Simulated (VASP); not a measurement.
SnTe: single point with PBE

The system is SnTe, a slab with vacuum.

```xyz
4
Lattice="4.5328 0.0000 0.0000 0.0000 4.5328 0.0000 0.0000 0.0000 18.2052" Properties=species:S:1:pos:R:3 pbc="T T T"
Sn    2.2664    2.2664    7.7702
Sn    0.0000    0.0000   10.4350
Te    0.0000    0.0000    7.5020
Te    2.2664    2.2664   10.7032
```

```
Program                : VASP 6.6.1
Task                   : single point
Functional             : PBE
Potentials or basis    : VASP PAW PBE potentials, release 64 (Sn_d, Te)
Cutoff                 : 520 eV
k mesh                 : 6 × 6 × 1
Occupations            : gaussian, width 0.03 eV
Spin                   : no spin polarisation
Dipole correction      : yes
Further INCAR settings : ALGO = Normal; EDIFF = 1e-06
```

```
Largest force                          : 0.015 eV/Å
Band gap on the k mesh                 : 1.20 eV, indirect (least direct gap 1.38 eV)
Ionisation potential of the upper face : 4.34 eV
```

Forces on the atoms (eV/Å):
```
Sn   0.000  0.000  0.000
Sn   0.000  0.000  0.000
Te   0.000  0.000 -0.015
Te   0.000  0.000  0.015
```

Levels at points of the mesh, in eV from the valence-band top:
| k point | band 17 | band 18 | band 19 | band 20 | band 21 | band 22 | band 23 | band 24 |
| --- | --- | --- | --- | --- | --- | --- | --- | --- |
| (0.00, 0.00, 0.00) | -2.79 | -1.68 | -1.68 | -0.90 | 1.60 | 3.14 | 3.71 | 3.91 |
| (0.50, 0.00, 0.00) | -1.24 | -1.24 | -0.16 | -0.16 | 1.27 | 1.27 | 1.32 | 1.32 |
| (0.50, 0.50, 0.00) | -3.23 | -3.23 | -1.73 | -1.73 | 2.89 | 2.89 | 3.55 | 3.55 |

Core levels (eV, on the scale of the bands):
| atom | levels |
| --- | --- |
| 1 Sn | 1s -29003.6, 2s -4375.0, 2p -3926.7, 3s -841.2, 3p -694.8, 3d -469.5, 4s -130.1, 4p -85.9 |
| 2 Sn | 1s -29003.6, 2s -4375.0, 2p -3926.7, 3s -841.2, 3p -694.8, 3d -469.5, 4s -130.1, 4p -85.9 |
| 3 Te | 1s -31616.5, 2s -4844.0, 2p -4347.4, 3s -960.2, 3p -798.9, 3d -555.1, 4s -159.7, 4p -109.7, 4d -37.1 |
| 4 Te | 1s -31616.5, 2s -4844.0, 2p -4347.4, 3s -960.2, 3p -798.9, 3d -555.1, 4s -159.7, 4p -109.7, 4d -37.1 |

Wall time 2.6 min on 1 thread of Intel(R) Xeon(R) Platinum 8259CL CPU @ 2.50GHz (Skylake/Cascade Lake) (shared host), peak memory 0.44 GiB.

Caveat: spin-orbit coupling is left out, which moves the levels of the heavy elements.
